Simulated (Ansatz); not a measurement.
**ZrS₂: a prediction, then the measurements**

These are results of DFT r2SCAN, scalar-relativistic, plane waves, PAW in Ansatz 0.2.0, not measurements.

Settings: cutoff 500 eV, Γ-centred mesh 12×12×6 on the computed 3-atom cell, Gaussian smearing of 0.02 eV; no spin polarisation.

Relaxed structure, symmetry kept:

```
CELL_PARAMETERS angstrom
3.69100 0.00000 0.00000
-1.84550 3.19650 0.00000
0.00000 0.00000 6.09632
ATOMIC_POSITIONS crystal
Zr 0.00000 0.00000 0.00000
S 0.66667 0.33333 0.76433
S 0.33333 0.66667 0.23567
```

- Space group: P-3m1 (No. 164)
- Volume per atom: 161.8 bohr³
- Formation energy from the elements' standard states (uncorrected): -1.797 eV/atom
- Generalised Kohn–Sham band gap: 1.37 eV, indirect from (-0.146, 0.073, 0.000) to L
- Löwdin character of the top 1 eV of the valence band: S 3p 91 %
- Löwdin character of the lowest 1 eV of the conduction band: Zr 4d 78 %, S 3p 17 %
- Electron masses at the edge by Cartesian direction of the standard setting (m_e; degenerate bands sorted by energy; no spin-orbit coupling): x: 0.33; y: 1.5; z: 1.8
- Hole masses at the edge by Cartesian direction of the standard setting (m_e; degenerate bands sorted by energy; no spin-orbit coupling): x: 1.0; y: 11; z: 0.44
- Bader charges (e): Zr (1 in the cell) 2.20, S (2 in the cell) -1.10

Each cell of ZrS2 holds layers, and where no dispersion correction was added their binding is poorly described.

**The experiment to reproduce.**

“High temperature equilibrium of 3D and 2D chalcogenide perovskites”, 2022, arxiv:2212.01429 quotes, for a bulk crystal of ZrS2: lattice constant a 3.663 Å; lattice constant c 5.821 Å.

“Stress-Tuned Optical Transitions in Layered 1T-MX2 (M= Hf, Zr, Sn; X= S, Se) Crystals”, 2022, arxiv:2210.12074 quotes, for a bulk crystal of ZrS2: band gap 1.68 eV (indirect).

A measured lattice constant a of ZrS2 is 3.663 Å (quoted in the paper above); the calculated 3.691 Å misses it by +0.8 %. A measured lattice constant c of ZrS2 is 5.821 Å (quoted in the paper above); the calculated 6.096 Å misses it by +4.7 %. The calculation is for 0 K without zero-point motion. Measured band gap of ZrS2: 1.68 eV (indirect; quoted in the paper above). This calculation gives 1.37 eV (-0.31 eV). Kohn–Sham gaps of semilocal functionals fall short of measured ones as a rule; spin-orbit coupling, left out here, would usually lower the calculated gap of a compound with heavy elements.